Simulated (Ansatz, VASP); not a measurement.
## InB2 in two plane-wave programs

Aim: how closely do two programs agree when they are given the same cell, functional and k mesh? The cell is generated by rule, not measured, and may not be a known phase. The cell is taken from a series of runs on this material, whose earlier steps may have relaxed, scaled, displaced or heated it; both programs get it as it stands.

Method: plane waves, with VASP 6.6.1 beside it; zone-centre phonons at PBEsol, in Ansatz 0.2.0.

The structure was built from a prototype and need not be the compound's stable phase.

**1. The structure**

It takes space group I4_1md (No. 109, tetragonal). The conventional cell has a = 5.094 Å, b = 5.094 Å, c = 5.697 Å, α = 90.00°, β = 90.00°, γ = 90.00°. Nearest to In lie 8 B at 2.40 to 2.92 Å and 4 In at 2.92 Å. Nearest to B lie 5 B at 1.68 to 2.38 Å and 4 In at 2.40 to 2.92 Å. Farther neighbours are not listed.

**2. VASP: zone-centre phonons, PBEsol**

Second derivatives magnify differences that forces hide, and they need a tight electronic threshold.

Lines of VASP's logs that name or quote its potential files are left out, and so is its time.

File INCAR:

```
SYSTEM = InB2
PREC = Accurate
ENCUT = 500
EDIFF = 1E-08
NELM = 120
ISMEAR = 1
SIGMA = 0.2
LREAL = .FALSE.
ALGO = Normal
GGA = PS
NBANDS = 25
LORBIT = 11
LWAVE = .FALSE.
LCHARG = .FALSE.
ISIF = 2
IBRION = 8
LASPH = .TRUE.
GGA_COMPAT = .FALSE.
KPAR = 2
```

File POSCAR:

```
InB2
1.0
   -2.5470086390      2.5470086390      2.8484122451
    2.5470086390     -2.5470086390      2.8484122451
    2.5470086390      2.5470086390     -2.8484122451
In B
2 4
Direct
    0.2038347613      0.2038347613      0.0000000000
    0.9538347613      0.4538347613      0.5000000000
    0.5723599943      0.9074820216      0.6648779727
    0.2426040489      0.9074820216      0.3351220273
    0.6574820216      0.4926040489      0.8351220273
    0.6574820216      0.8223599943      0.1648779727
```

File KPOINTS:

```
Automatic mesh
0
Gamma
10 10 10
0 0 0
```

PAW data sets: In_d and B (PBE family, release 64).

Launch:

```console
$ mpirun -np 2 vasp_std
```

Numbers of over 12 decimals in the logs are rounded to 6 here.

The log of the run:

```text
[banner, memory and clock lines left out]
running    2 mpi-ranks, on    1 nodes
 distrk:  each k-point on    1 cores,    2 groups
 distr:  one band on    1 cores,    1 groups

 POSCAR found type information on POSCAR InB
 POSCAR found :  2 types and       6 ions
|                                                                             |
|               ----> ADVICE to this user running VASP <----                  |
|                                                                             |
|     You enforced a specific xc type in the INCAR file but a different       |
|     [... a line on the potential file left out ...]
|     I HOPE YOU KNOW WHAT YOU ARE DOING!                                     |
|                                                                             |

 LDA part: xc-table for (Slater+PW92), standard interpolation
 POSCAR, INCAR and KPOINTS ok, starting setup
 FFT: planning ... GRIDC
 FFT: planning ... GRID_SOFT
 FFT: planning ... GRID
 WAVECAR not read
 entering main loop
       N       E                     dE             d eps       ncg     rms          rms(c)
DAV:   1     0.291060098787E+03    0.29106E+03   -0.17680E+04  5100   0.190E+03
DAV:   2    -0.804765074131E+00   -0.29186E+03   -0.28567E+03  5175   0.418E+02
DAV:   3    -0.273092731753E+02   -0.26505E+02   -0.26022E+02  6536   0.140E+02
DAV:   4    -0.281664550089E+02   -0.85718E+00   -0.85224E+00  6292   0.237E+01
DAV:   5    -0.281982124056E+02   -0.31757E-01   -0.31708E-01  8063   0.419E+00    0.870E+00
DAV:   6    -0.265955402331E+02    0.16027E+01   -0.37726E+00  7678   0.294E+01    0.499E+00
DAV:   7    -0.265045614704E+02    0.90979E-01   -0.10031E+00  7853   0.598E+00    0.160E+00
DAV:   8    -0.264936462422E+02    0.10915E-01   -0.10281E-01  7120   0.326E+00    0.660E-01
DAV:   9    -0.264917515437E+02    0.18947E-02   -0.12822E-02  7739   0.153E+00    0.395E-01
DAV:  10    -0.264910854613E+02    0.66608E-03   -0.23617E-03  8187   0.520E-01    0.326E-02
DAV:  11    -0.264910934450E+02   -0.79836E-05   -0.16685E-04  7118   0.104E-01    0.285E-02
DAV:  12    -0.264910886858E+02    0.47592E-05   -0.19972E-05  8075   0.324E-02    0.145E-02
DAV:  13    -0.264910885828E+02    0.10296E-06   -0.28646E-06  6037   0.121E-02    0.586E-03
DAV:  14    -0.264910884871E+02    0.95691E-07   -0.38166E-07  7641   0.544E-03    0.109E-03
DAV:  15    -0.264910884840E+02    0.31491E-08   -0.44230E-08  5137   0.120E-03
   1 F= -.26491088E+02 E0= -.26491392E+02  d E =0.911282E-03
 Linear response reoptimize wavefunctions to high precision
DAV:   1    -0.264910884529E+02    0.31011E-07   -0.23896E-09  3850   0.578E-04
DAV:   2    -0.264910884530E+02   -0.63665E-10   -0.53392E-10  3169   0.231E-04
 Linear response DOF=           6
 Linear response progress:
  Degree of freedom:   1/  6
       N       E                     dE             d eps       ncg     rms          rms(c)
RMM:   1    -0.233464056249E+00   -0.23346E+00   -0.20426E-03 19214   0.488E+00
RMM:   2    -0.237089940443E+00   -0.36259E-02   -0.23348E-02 22681   0.111E+00    0.905E-02
RMM:   3    -0.237219426713E+00   -0.12949E-03   -0.28752E-03 25133   0.385E-01    0.345E-02
RMM:   4    -0.237127416813E+00    0.92010E-04   -0.25505E-04 26153   0.131E-01    0.247E-02
RMM:   5    -0.237117522120E+00    0.98947E-05   -0.61810E-05 26706   0.510E-02    0.949E-03
RMM:   6    -0.237107705954E+00    0.98162E-05   -0.17321E-05 26597   0.205E-02    0.194E-03
RMM:   7    -0.237103776860E+00    0.39291E-05   -0.54395E-06 27145   0.792E-03    0.633E-04
RMM:   8    -0.237102107503E+00    0.16694E-05   -0.52753E-06 28094   0.350E-03    0.384E-04
RMM:   9    -0.237100979199E+00    0.11283E-05   -0.19512E-06 28245   0.164E-03    0.306E-04
RMM:  10    -0.237100090529E+00    0.88867E-06   -0.58728E-07 28964   0.922E-04    0.101E-04
RMM:  11    -0.237100050367E+00    0.40162E-07   -0.34405E-07 28563   0.563E-04    0.551E-05
RMM:  12    -0.237099989536E+00    0.60831E-07   -0.30939E-07 29118   0.397E-04    0.160E-05
RMM:  13    -0.237100034626E+00   -0.45091E-07   -0.22935E-07 29618   0.309E-04    0.538E-06
RMM:  15    -0.237099991728E+00    0.10073E-07   -0.63003E-08 31736   0.235E-04    0.165E-06
RMM:  16    -0.237099960750E+00    0.30978E-07   -0.89069E-09 32163   0.221E-04    0.276E-06
RMM:  17    -0.237099968309E+00   -0.75592E-08    0.34687E-09 32374   0.213E-04    0.441E-06
 first order change of Fermi-energy  -0.18102E-04
 force on displaced ion       1 direction 1 :  -4.770   0.000   0.001
 Linear response progress:
  Degree of freedom:   2/  6
       N       E                     dE             d eps       ncg     rms          rms(c)
RMM:   1    -0.234453204830E+00   -0.23445E+00   -0.17784E-02 19338   0.474E+00
RMM:   2    -0.237905997891E+00   -0.34528E-02   -0.23719E-02 23018   0.112E+00    0.107E-01
RMM:   3    -0.238041140728E+00   -0.13514E-03   -0.29270E-03 25252   0.391E-01    0.487E-02
RMM:   4    -0.237963386471E+00    0.77754E-04   -0.29815E-04 26317   0.135E-01    0.299E-02
RMM:   5    -0.237981025925E+00   -0.17639E-04   -0.53725E-05 26545   0.549E-02    0.933E-03
RMM:   6    -0.237989728912E+00   -0.87030E-05   -0.21453E-06 27128   0.212E-02    0.252E-03
RMM:   7    -0.237998311954E+00   -0.85830E-05   -0.46223E-06 27038   0.838E-03    0.797E-04
RMM:   8    -0.237998080326E+00    0.23163E-06   -0.55449E-07 27668   0.379E-03    0.563E-04
RMM:   9    -0.237998352332E+00   -0.27201E-06   -0.15662E-06 27880   0.186E-03    0.446E-04
RMM:  10    -0.237997600639E+00    0.75169E-06   -0.62497E-09 29435   0.104E-03    0.330E-04
RMM:  11    -0.237996832304E+00    0.76834E-06    0.14769E-07 28128   0.683E-04    0.656E-05
RMM:  12    -0.237996969181E+00   -0.13688E-06   -0.25592E-08 28876   0.455E-04    0.697E-05
RMM:  13    -0.237996971393E+00   -0.22114E-08    0.56777E-08 29890   0.345E-04    0.128E-04
 first order change of Fermi-energy   0.65396E-05
 force on displaced ion       1 direction 2 :   0.000  -7.244   0.000
 Linear response progress:
  Degree of freedom:   3/  6
       N       E                     dE             d eps       ncg     rms          rms(c)
RMM:   1    -0.234942947970E+00   -0.23494E+00   -0.93735E-03 11764   0.477E+00
RMM:   2    -0.238037236871E+00   -0.30943E-02   -0.23086E-02 13954   0.113E+00    0.117E-01
RMM:   3    -0.238116219547E+00   -0.78983E-04   -0.27329E-03 15376   0.386E-01    0.520E-02
RMM:   4    -0.238009390747E+00    0.10683E-03   -0.34752E-04 16004   0.135E-01    0.291E-02
RMM:   5    -0.238004356280E+00    0.50345E-05   -0.56859E-05 15933   0.552E-02    0.834E-03
RMM:   6    -0.238015065195E+00   -0.10709E-04   -0.22079E-05 16459   0.211E-02    0.262E-03
RMM:   7    -0.238025527428E+00   -0.10462E-04   -0.50306E-06 16180   0.826E-03    0.817E-04
RMM:   8    -0.238025309434E+00    0.21799E-06   -0.23596E-06 16832   0.360E-03    0.558E-04
RMM:   9    -0.238025051096E+00    0.25834E-06    0.29832E-07 17227   0.178E-03    0.315E-04
RMM:  10    -0.238024060304E+00    0.99079E-06   -0.36755E-07 16743   0.979E-04    0.100E-04
RMM:  11    -0.238024079612E+00   -0.19309E-07    0.27708E-07 17569   0.596E-04    0.384E-05
RMM:  12    -0.238024099403E+00   -0.19791E-07   -0.15991E-07 17520   0.405E-04    0.126E-05
RMM:  13    -0.238024120569E+00   -0.21166E-07    0.17640E-08 17941   0.318E-04    0.287E-06
RMM:  14    -0.238024114307E+00    0.62621E-08    0.10161E-07 18435   0.268E-04    0.423E-06
RMM:  15    -0.238024114364E+00   -0.56993E-10    0.38044E-08 18274   0.242E-04    0.313E-06
 first order change of Fermi-energy   0.17029E+00
 force on displaced ion       1 direction 3 :   0.000  -0.000  -7.253
 Linear response progress:
  Degree of freedom:   4/  6
       N       E                     dE             d eps       ncg     rms          rms(c)
RMM:   1    -0.372509613676E-01   -0.37251E-01    0.10237E-02 50895   0.885E-01
RMM:   2    -0.355008250146E-01    0.17501E-02   -0.22051E-03 40115   0.348E-01    0.753E-02
RMM:   3    -0.356313377686E-01   -0.13051E-03   -0.58818E-04 45750   0.146E-01    0.394E-02
RMM:   4    -0.357665911847E-01   -0.13525E-03   -0.16357E-04 44509   0.586E-02    0.117E-02
RMM:   5    -0.357463238558E-01    0.20267E-04   -0.19914E-05 48026   0.267E-02    0.481E-03
RMM:   6    -0.357340158002E-01    0.12308E-04   -0.21961E-06 45826   0.851E-03    0.148E-03
RMM:   7    -0.357328347949E-01    0.11810E-05   -0.28947E-07 49515   0.364E-03    0.805E-04
RMM:   8    -0.357312138335E-01    0.16210E-05    0.22086E-09 49387   0.137E-03    0.378E-04
RMM:   9    -0.357320691706E-01   -0.85534E-06    0.39074E-09 49833   0.605E-04    0.156E-04
RMM:  10    -0.357316547589E-01    0.41441E-06    0.12338E-07 50250   0.302E-04    0.410E-05
RMM:  11    -0.357316645959E-01   -0.98369E-08    0.44358E-08 54868   0.164E-04    0.167E-05
 first order change of Fermi-energy  -0.40706E-04
 force on displaced ion       3 direction 1 :   1.963   0.002   0.002
 Linear response progress:
  Degree of freedom:   5/  6
       N       E                     dE             d eps       ncg     rms          rms(c)
RMM:   1    -0.471667792424E-01   -0.47167E-01    0.35758E-02 29797   0.118E+00
RMM:   2    -0.430995600432E-01    0.40672E-02   -0.34225E-03 22586   0.466E-01    0.169E-01
RMM:   3    -0.428571301755E-01    0.24243E-03   -0.18755E-03 24970   0.233E-01    0.751E-02
RMM:   4    -0.430674459443E-01   -0.21032E-03   -0.48359E-04 25741   0.964E-02    0.301E-02
RMM:   5    -0.431694071696E-01   -0.10196E-03   -0.93147E-05 23395   0.511E-02    0.969E-03
RMM:   6    -0.431941537392E-01   -0.24747E-04   -0.16694E-05 26748   0.174E-02    0.489E-03
RMM:   7    -0.431900324499E-01    0.41213E-05   -0.16689E-06 24520   0.699E-03    0.339E-03
RMM:   8    -0.431907981302E-01   -0.76568E-06   -0.55080E-07 27665   0.295E-03    0.116E-03
RMM:   9    -0.431916073711E-01   -0.80924E-06   -0.15115E-07 24870   0.141E-03    0.737E-04
RMM:  10    -0.431914856628E-01    0.12171E-06    0.33297E-09 28736   0.620E-04    0.340E-04
RMM:  11    -0.431914697146E-01    0.15948E-07   -0.43222E-08 25456   0.376E-04    0.430E-05
RMM:  12    -0.431914220556E-01    0.47659E-07   -0.40223E-09 29371   0.187E-04    0.897E-05
RMM:  13    -0.431914220294E-01    0.26177E-10   -0.51250E-09 31333   0.121E-04    0.548E-05
 first order change of Fermi-energy   0.15957E+00
 force on displaced ion       3 direction 2 :   0.000 -13.839  -4.267
 Linear response progress:
  Degree of freedom:   6/  6
       N       E                     dE             d eps       ncg     rms          rms(c)
RMM:   1    -0.394575194842E-01   -0.39458E-01    0.62568E-03 28989   0.108E+00
RMM:   2    -0.364052876909E-01    0.30522E-02   -0.26940E-03 22518   0.437E-01    0.984E-02
RMM:   3    -0.365789059514E-01   -0.17362E-03   -0.68052E-04 25597   0.171E-01    0.471E-02
RMM:   4    -0.367395559679E-01   -0.16065E-03   -0.15018E-04 24886   0.663E-02    0.122E-02
RMM:   5    -0.367392793532E-01    0.27661E-06   -0.23809E-05 27019   0.287E-02    0.605E-03
RMM:   6    -0.367253441691E-01    0.13935E-04   -0.29663E-06 26159   0.959E-03    0.405E-03
RMM:   7    -0.367280806492E-01   -0.27365E-05   -0.33500E-07 25147   0.416E-03    0.240E-03
RMM:   8    -0.367230169747E-01    0.50637E-05   -0.43084E-09 26853   0.199E-03    0.468E-04
RMM:   9    -0.367252714553E-01   -0.22545E-05    0.12361E-07 24696   0.945E-04    0.611E-04
RMM:  10    -0.367249727976E-01    0.29866E-06   -0.13517E-08 28670   0.444E-04    0.772E-05
RMM:  11    -0.367249910603E-01   -0.18263E-07    0.12751E-09 28519   0.207E-04    0.365E-04
RMM:  12    -0.367249578959E-01    0.33164E-07    0.63114E-08 26662   0.137E-04    0.108E-04
RMM:  13    -0.367249426823E-01    0.15214E-07    0.39113E-08 30142   0.101E-04    0.197E-04
RMM:  14    -0.367249343939E-01    0.82884E-08    0.48314E-08 29971   0.822E-05    0.133E-04
 first order change of Fermi-energy  -0.85144E-01
 force on displaced ion       3 direction 3 :   0.000  -4.268  -0.045
 Linear response finished
```

[end of part 1 of 2]

[Lines on the potential files, build, host, timing and source positions are cut from VASP's logs without a mark.]

[Logs are printed without paths, hosts, clocks, repeated set-up lines and the standing remarks that a program may print on its own settings, such as how far it seeks lower states.]

[Hosts, paths, dates, database ids (printed as entryN), source tags and the programs' standing remarks are cut or masked in the printed files.]
